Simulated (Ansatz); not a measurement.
A 2-atom cell of ZnSe started from a crystallographic database was relaxed with 5 functionals in the plane-wave code Ansatz, cell and atoms free, the symmetry of the start kept (meshes: PBE 8×8×8, r2SCAN 8×8×8, PBEsol 8×8×8, LDA 8×8×8, HSE06 6×6×6). No spin polarisation and no zero-point or thermal motion.

The PBE result:
```cif
data_structure
_symmetry_space_group_name_H-M 'F-43m'
_symmetry_Int_Tables_number 216
_cell_length_a 5.7318
_cell_length_b 5.7318
_cell_length_c 5.7318
_cell_angle_alpha 90.000
_cell_angle_beta 90.000
_cell_angle_gamma 90.000
_cell_volume 188.31
loop_
_atom_site_label
_atom_site_type_symbol
_atom_site_symmetry_multiplicity
_atom_site_Wyckoff_symbol
_atom_site_fract_x
_atom_site_fract_y
_atom_site_fract_z
_atom_site_occupancy
Zn1 Zn 4 a 0.00000 0.00000 0.00000 1
Se1 Se 4 d 0.25000 0.25000 0.75000 1
```

The symmetry is F-43m (No. 216, cubic); conventional cell a = 5.732 Å, 23.54 Å³ an atom. Around Zn lie 4 Se at 2.48 Å; around Se lie 4 Zn at 2.48 Å.

**Question.** Order the functionals by the relaxed volume, smallest first.
A. PBEsol
B. PBE
C. LDA
D. HSE06
E. r2SCAN

**Answer.** C (21.57 Å³/atom), A (22.35 Å³/atom), E (22.72 Å³/atom), D (23.16 Å³/atom), B (23.54 Å³/atom).

**Question.** What lattice does LDA give?

**Answer.** a = 5.568 Å; the volume differs by -8.3 % from PBE's. Zn has 4 Se at 2.41 Å; Se has 4 Zn at 2.41 Å.

**Question.** How does the cell change with r2SCAN?

**Answer.** a = 5.665 Å; the volume differs by -3.5 % from PBE's. Zn is surrounded by 4 Se at 2.45 Å; Se is surrounded by 4 Zn at 2.45 Å.

**Question.** Held at the r2SCAN cell, what mean stress do LDA and PBE find, and does its sign point to their own minimum?

**Answer.** Yes. LDA -3.31 GPa, and its relaxed volume is -5.1 % from r2SCAN's; PBE +2.20 GPa, and its relaxed volume is +3.6 % from r2SCAN's. Compression counts positive, so a positive stress asks for a larger cell.
